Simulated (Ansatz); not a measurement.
Band table of La (diamond type)

```yaml
crystal:
  lattice:
    - [0.00000, 2.51987, 2.51987]
    - [2.51987, 0.00000, 2.51987]
    - [2.51987, 2.51987, 0.00000]
  atoms:
    - { symbol: La, position: [0.87500, 0.87500, 0.87500] }
    - { symbol: La, position: [0.12500, 0.12500, 0.12500] }
```

The cell comes from a relaxation on PAW files under the same functional, begun from a prototype that needn't be the stable phase.

Computed with Ansatz 0.2.0; functional PBE, scalar-relativistic. Settings: a Γ-centred 9×9×9 k mesh, Fermi–Dirac smearing of 0.05 eV, no spin polarisation. Methods: LAPW: all electrons, basis error target 1 meV/atom.

This run: volume at 0.43 of the series' base cell.

Spin–orbit coupling is left out, which matters for the heavy atoms. The structure type is held throughout; the real material can change phase at far lower pressure.

Path points, in fractions of the reciprocal vectors: Γ (0.000, 0.000, 0.000), X (0.500, 0.000, 0.500), U (0.625, 0.250, 0.625), K (0.375, 0.375, 0.750), L (0.500, 0.500, 0.500), W (0.500, 0.250, 0.750). The distance column jumps between branches of the path. Levels in eV from the Fermi level; bands 20 to 33, counted from the lowest band of the run. The gap is zero, the pressure 283.2 GPa.

```
# k(1/Å) point b20 b21 b22 b23 b24 b25 b26 b27 b28 b29 b30 b31 b32 b33
0.000 Γ -24.81 -19.49 -19.49 -19.49 -13.65 -13.65 -13.65 -2.87 -1.58 -1.58 0.78 0.78 0.78 2.68
0.156 - -25.20 -19.63 -19.63 -19.11 -13.71 -13.42 -13.42 -2.69 -1.98 -1.54 0.86 0.86 1.07 2.64
0.312 - -26.13 -19.98 -19.98 -18.22 -13.87 -12.81 -12.81 -2.77 -2.18 -1.42 1.09 1.09 1.58 2.53
0.468 - -27.28 -20.42 -20.42 -17.17 -14.07 -11.93 -11.93 -3.50 -1.46 -1.22 1.37 1.37 2.03 2.35
0.623 - -28.50 -20.87 -20.87 -16.21 -14.27 -10.90 -10.90 -3.96 -0.94 -0.72 1.51 1.51 2.10 2.41
0.779 - -29.71 -21.25 -21.25 -15.45 -14.43 -9.82 -9.82 -4.00 -0.61 -0.23 1.22 1.22 1.80 2.73
0.935 - -30.87 -21.54 -21.54 -14.97 -14.54 -8.79 -8.79 -3.59 -0.23 -0.23 0.54 0.54 1.43 3.03
1.091 - -31.97 -21.72 -21.72 -14.73 -14.60 -8.00 -8.00 -2.79 -0.83 -0.16 -0.16 0.18 1.03 3.27
1.247 X -32.98 -21.78 -21.78 -14.64 -14.64 -7.68 -7.68 -1.78 -1.78 -0.46 -0.46 0.61 0.61 3.28
1.302 - -32.97 -21.80 -21.78 -14.64 -14.59 -7.71 -7.70 -1.90 -1.75 -0.50 -0.35 0.63 0.64 3.27
1.357 - -32.94 -21.84 -21.76 -14.66 -14.46 -7.79 -7.77 -2.18 -1.65 -0.60 -0.11 0.69 0.71 3.25
1.412 - -32.88 -21.91 -21.73 -14.68 -14.24 -7.91 -7.88 -2.52 -1.49 -0.76 0.17 0.78 0.81 3.22
1.467 - -32.80 -22.00 -21.70 -14.72 -13.96 -8.08 -8.02 -2.88 -1.28 -0.94 0.45 0.90 0.92 3.16
1.522 - -32.70 -22.09 -21.65 -14.76 -13.62 -8.28 -8.17 -3.23 -1.13 -1.03 0.70 1.02 1.03 3.08
1.577 - -32.58 -22.17 -21.59 -14.82 -13.25 -8.52 -8.34 -3.55 -1.34 -0.75 0.91 1.13 1.18 2.97
1.632 - -32.43 -22.25 -21.52 -14.90 -12.87 -8.78 -8.51 -3.84 -1.55 -0.46 1.07 1.23 1.34 2.82
1.688 U -32.26 -22.31 -21.45 -14.99 -12.48 -9.05 -8.67 -4.06 -1.75 -0.16 1.18 1.33 1.49 2.62
2.451 K -32.26 -22.31 -21.45 -14.99 -12.48 -9.05 -8.67 -4.06 -1.75 -0.16 1.18 1.33 1.49 2.62
2.616 - -31.63 -22.35 -21.17 -15.36 -11.57 -9.93 -9.11 -4.24 -2.34 0.62 1.23 1.57 1.79 1.91
2.782 - -30.82 -22.17 -20.85 -15.85 -11.33 -10.80 -9.50 -3.46 -2.79 0.28 1.02 1.47 1.78 2.22
2.947 - -29.84 -21.78 -20.51 -16.44 -11.66 -11.62 -9.98 -3.06 -2.13 -0.82 0.77 1.46 1.93 2.43
3.112 - -28.71 -21.25 -20.18 -17.09 -12.32 -12.21 -10.70 -3.10 -1.61 -1.30 0.92 1.29 2.05 2.56
3.277 - -27.49 -20.65 -19.90 -17.78 -12.89 -12.77 -11.67 -2.89 -1.91 -1.54 1.09 1.31 2.07 2.56
3.443 - -26.27 -20.07 -19.68 -18.50 -13.31 -13.24 -12.67 -2.45 -2.15 -1.85 0.92 1.13 1.79 2.57
3.608 - -25.25 -19.65 -19.54 -19.18 -13.57 -13.54 -13.39 -2.67 -1.90 -1.67 0.81 0.87 1.16 2.65
3.773 Γ -24.81 -19.49 -19.49 -19.49 -13.65 -13.65 -13.65 -2.87 -1.58 -1.58 0.78 0.78 0.78 2.68
3.908 - -25.11 -19.55 -19.55 -19.30 -13.56 -13.56 -13.54 -2.74 -1.72 -1.72 0.72 0.98 0.98 2.67
4.043 - -25.86 -19.70 -19.70 -18.90 -13.30 -13.30 -13.16 -2.37 -2.01 -2.01 0.61 1.42 1.42 2.67
4.178 - -26.82 -19.90 -19.90 -18.54 -12.93 -12.93 -12.48 -2.25 -2.25 -1.93 0.55 1.77 1.77 2.73
4.313 - -27.83 -20.12 -20.12 -18.33 -12.52 -12.52 -11.50 -2.34 -2.34 -1.64 0.65 1.76 1.76 2.77
4.448 - -28.78 -20.32 -20.32 -18.25 -12.15 -12.15 -10.33 -2.23 -2.23 -1.58 0.72 1.46 1.46 2.80
4.583 - -29.60 -20.47 -20.47 -18.24 -11.85 -11.85 -9.13 -1.91 -1.91 -1.66 0.29 0.97 0.97 2.83
4.718 - -30.18 -20.57 -20.57 -18.25 -11.67 -11.67 -8.13 -1.75 -1.46 -1.46 -0.46 0.39 0.39 2.85
4.853 L -30.40 -20.60 -20.60 -18.26 -11.60 -11.60 -7.70 -1.80 -1.15 -1.15 -0.82 0.05 0.05 2.86
4.963 - -30.45 -20.82 -20.64 -17.98 -11.62 -11.52 -7.80 -2.02 -1.21 -1.19 -0.69 0.15 0.28 2.82
5.073 - -30.60 -21.25 -20.74 -17.34 -11.68 -11.26 -8.04 -2.53 -1.25 -1.20 -0.36 0.41 0.71 2.73
5.184 - -30.84 -21.67 -20.90 -16.60 -11.77 -10.85 -8.39 -3.10 -1.32 -1.13 0.11 0.79 1.11 2.58
5.294 - -31.17 -21.98 -21.11 -15.85 -11.90 -10.34 -8.74 -3.57 -1.43 -1.01 0.62 1.23 1.43 2.38
5.404 - -31.57 -22.17 -21.35 -15.15 -12.11 -9.84 -9.04 -3.82 -1.58 -0.85 0.98 1.67 1.68 2.19
5.514 - -32.02 -22.23 -21.60 -14.50 -12.42 -9.46 -9.21 -3.76 -1.84 -0.64 0.92 1.83 1.93 2.38
5.624 - -32.49 -22.18 -21.84 -13.89 -12.83 -9.28 -9.26 -3.37 -2.24 -0.37 0.47 1.95 2.00 2.87
5.735 W -32.97 -22.04 -22.04 -13.33 -13.33 -9.25 -9.25 -2.79 -2.79 0.00 0.00 2.01 2.01 3.34
5.813 - -32.97 -22.03 -22.03 -13.40 -13.40 -9.18 -9.18 -2.77 -2.77 0.00 0.00 1.96 1.96 3.34
5.890 - -32.97 -22.00 -22.00 -13.57 -13.57 -8.98 -8.98 -2.71 -2.71 -0.01 -0.01 1.82 1.82 3.35
5.968 - -32.97 -21.96 -21.96 -13.80 -13.80 -8.69 -8.69 -2.61 -2.61 -0.04 -0.04 1.60 1.60 3.35
6.046 - -32.97 -21.92 -21.92 -14.06 -14.06 -8.39 -8.39 -2.47 -2.47 -0.08 -0.08 1.33 1.33 3.34
6.124 - -32.98 -21.87 -21.87 -14.29 -14.29 -8.10 -8.10 -2.28 -2.28 -0.15 -0.15 1.05 1.05 3.32
6.202 - -32.98 -21.82 -21.82 -14.48 -14.48 -7.88 -7.88 -2.07 -2.07 -0.26 -0.26 0.81 0.81 3.30
6.280 - -32.98 -21.79 -21.79 -14.59 -14.59 -7.73 -7.73 -1.87 -1.87 -0.39 -0.39 0.66 0.66 3.28
6.358 X -32.98 -21.78 -21.78 -14.64 -14.64 -7.68 -7.68 -1.78 -1.78 -0.46 -0.46 0.61 0.61 3.28
```
